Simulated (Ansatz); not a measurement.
The cell is COD entry 9008854, as deposited and not checked against the literature; nothing was relaxed.

An input for MnS: DFT, PBE, all-electron PAW with datasets made for the crystal, scalar-relativistic (Ansatz 0.2.0).

```yaml
crystal:
  lattice:
    - [0.0, 2.8, 2.8]
    - [2.8, 0.0, 2.8]
    - [2.8, 2.8, 0.0]
  atoms:
    - { symbol: Mn, position: [0.0, 0.0, 0.0], spin: 4.0 }
    - { symbol: S, position: [0.75, 0.75, 0.75] }
magnetization:
  spin_polarized: true
kpoints:
  mp_grid: { grid: [10, 10, 10] }
  band_path:
    path:
      - [0.0, 0.0, 0.0]
      - [-0.5, -0.5, 0.0]
      - [-0.375, -0.375, 0.25]
      - [-0.375, 0.0, 0.375]
      - [0.0, 0.0, 0.0]
      - [0.0, 0.0, 0.5]
      - [-0.5, -0.25, 0.25]
      - [-0.5, -0.5, 0.0]
    npoints: 8
scf:
  occupations: { method: fermi_dirac, width: 0.03 }
hamiltonian:
  xc: pbe
  pseudopotentials: { kind: all_electron, datasets: crystal }
output:
  forces: true
  stress: true
  eigenvalues: true
  efg: { contact_densities: true }
```

Set-up and iterations as logged by Ansatz (the results part is left out, to be predicted):

```
hamiltonian.pseudopotentials.datasets: crystal makes datasets for this crystal and solves the spheres of its atoms anew in each pass: cutoff 260.0 eV, the density's 1040.0 eV; for an error of 0.50 meV an atom under PBE, 1.0 meV for the cell; an energy difference from a run of another recipe may be off by several times the error for the cell, under r2SCAN by more, where some 0.1 meV an atom stays at smaller errors; S in spheres of 1.111 Å, 6 of its electrons in bands; Mn in spheres of 1.312 Å, 15 of its electrons in bands
Engine: ansatz 0.2.0
Pseudopotentials: kind: all_electron
Pseudopotential: Mn, paw, valence charge 15, recommended cutoff 260 eV (normal), Koelling and Harmon's equation, gaussian nucleus
Pseudopotential: S, paw, valence charge 6, recommended cutoff 260 eV (normal), Koelling and Harmon's equation, gaussian nucleus
Functional definition: PBE
  parameter kappa = 0.804
  parameter beta = 0.06672455060314922
  exchange = pbe_x(kappa = kappa, mu = beta*pi^2/3)
  correlation = pbe_c(beta = beta)
a search for the magnetic state begins, with frozen cores and fixed partial waves. It gives no result and prints no iterations
the search for the magnetic state of this step took 10 SCF iterations with frozen cores. It stayed in its first state, in which the spheres begin
Crystal: 2 atoms, lattice volume = 43.904 Å³
Basis set: ecut = 260 eV, 411 PW (Γ), exchange–correlation on 48×48×48 points (8 copies of the dense FFT grid, shifted against one another)
Bands: 17, of which v1, the nominal top of the filled ones, is band 11 counted from 1 (10 counted from 0)
Symmetry: 24 space group operations
Space group: F-43m (ITA 216), of the structure as read, at distance tolerance 3.5e-5 Å
Magnetic group: BNS 216.74 (UNI 1576), of the structure as read, at distance tolerance 3.5e-5 Å
k-points: 47 of 1000 (time reversal used)
Non-local potential: Mn, projectors of the file, l = 0: 2, l = 1: 2, l = 2: 2
Non-local potential: S, projectors of the file, l = 0: 1, l = 1: 1, l = 2: 2
PAW form: soft (Blöchl's): semilocal exchange-correlation on the pseudo side does not see the compensation charge
PAW one-centre angular grid: Mn, 590 points (default); XC on its mesh's 1923 points in the sphere
PAW one-centre angular grid: S, 110 points (default); XC on its mesh's 1917 points in the sphere
Initial density: read from a saved state, or passed on in memory by an earlier SCF of this step, an earlier step, the calling program or the single point that the run made first
Starting moments: Σ|m| = 4 μB on 1 of 2 sites; this step starts from the density that it was given
Initial wavefunctions: pseudopotential atomic-orbital guess
Functional: x = pbe(κ = 0.804, μ = 0.2195149727645171), c = pbe(β = 0.06672455060314922)
iter 1 solved again at ethr=5.74e-5 eV; its pass at ethr=1.00e-1 eV (dr2=1.20e-2 eV) is discarded
SCF iter   1: F=—  HF=-42391.747077 eV  |F-HF|=—  |Δ(HF+E_count)|=         —  Δρ=8.05e-3 (↑8.05e-3 ↓4.91e-3)  dr2=1.19e-2  dr2_m=3.72e-3  β_m=0.30  ethr=5.74e-5  ⟨swp⟩=4.3  Hψ=11041  notcnv=0
SCF iter   2: F=—  HF=-42391.753935 eV  |F-HF|=—  |Δ(HF+E_count)|=   6.86e-3  Δρ=7.12e-3 (↑7.12e-3 ↓3.93e-3)  dr2=1.80e-2  dr2_m=2.40e-3  β_m=0.53  ethr=5.66e-5  ⟨swp⟩=3.0  Hψ=3686  notcnv=0
iter 3 solved again at ethr=3.12e-6 eV; its pass at ethr=5.66e-5 eV (dr2=6.56e-4 eV) is discarded
SCF iter   3: F=—  HF=-42391.761410 eV  |F-HF|=—  |Δ(HF+E_count)|=   7.48e-3  Δρ=1.20e-3 (↑1.20e-3 ↓1.10e-3)  dr2=6.69e-4  dr2_m=6.57e-5  β_m=0.52  ethr=3.12e-6  ⟨swp⟩=2.0  Hψ=6330  notcnv=0
SCF iter   4: F=—  HF=-42391.759835 eV  |F-HF|=—  |Δ(HF+E_count)|=   1.58e-3  Δρ=3.24e-4 (↑3.24e-4 ↓3.10e-4)  dr2=6.30e-5  dr2_m=1.40e-5  β_m=0.76  ethr=3.12e-6  ⟨swp⟩=3.0  Hψ=4029  notcnv=0
SCF iter   5: F=—  HF=-42391.762545 eV  |F-HF|=—  |Δ(HF+E_count)|=   2.71e-3  Δρ=2.24e-4 (↑2.09e-4 ↓2.24e-4)  dr2=6.42e-5  dr2_m=2.21e-6  β_m=0.76  ethr=3.00e-7  ⟨swp⟩=3.0  Hψ=4263  notcnv=0
SCF iter   6: F=—  HF=-42391.762543 eV  |F-HF|=—  |Δ(HF+E_count)|=   2.45e-6  Δρ=4.88e-5 (↑4.88e-5 ↓4.61e-5)  dr2=1.51e-6  dr2_m=2.10e-7  β_m=0.88  ethr=3.00e-7  ⟨swp⟩=2.4  Hψ=2659  notcnv=0
SCF iter   7: F=—  HF=-42391.762543 eV  |F-HF|=—  |Δ(HF+E_count)|=   4.38e-7  Δρ=1.21e-5 (↑1.15e-5 ↓1.21e-5)  dr2=1.63e-7  dr2_m=2.46e-9  β_m=0.94  ethr=7.17e-9  ⟨swp⟩=3.3  Hψ=3603  notcnv=0
SCF iter   8: F=—  HF=-42391.762544 eV  |F-HF|=—  |Δ(HF+E_count)|=   4.98e-7  Δρ=1.49e-5 (↑1.49e-5 ↓8.51e-6)  dr2=2.52e-7  dr2_m=6.21e-9  β_m=0.97  ethr=7.77e-10  ⟨swp⟩=3.7  Hψ=3691  notcnv=0
SCF iter   9: F=-42391.762544 eV  HF=-42391.762544 eV  |F-HF|=5.84e-9  |Δ(HF+E_count)|=   3.97e-8  Δρ=2.33e-6 (↑2.33e-6 ↓2.16e-6)  dr2=1.31e-8  dr2_m=4.84e-11  ethr=7.77e-10  ⟨swp⟩=2.7  Hψ=2889  notcnv=0
```

Task: What pressure will this run report?

Result: 1.17 GPa (positive in compression).

Task: What moment will the cell end with?

Result: 4.93 μB.

Task: Is there a band gap?

Result: None at this level of theory (metallic, semimetallic, or a small gap that the functional closes).
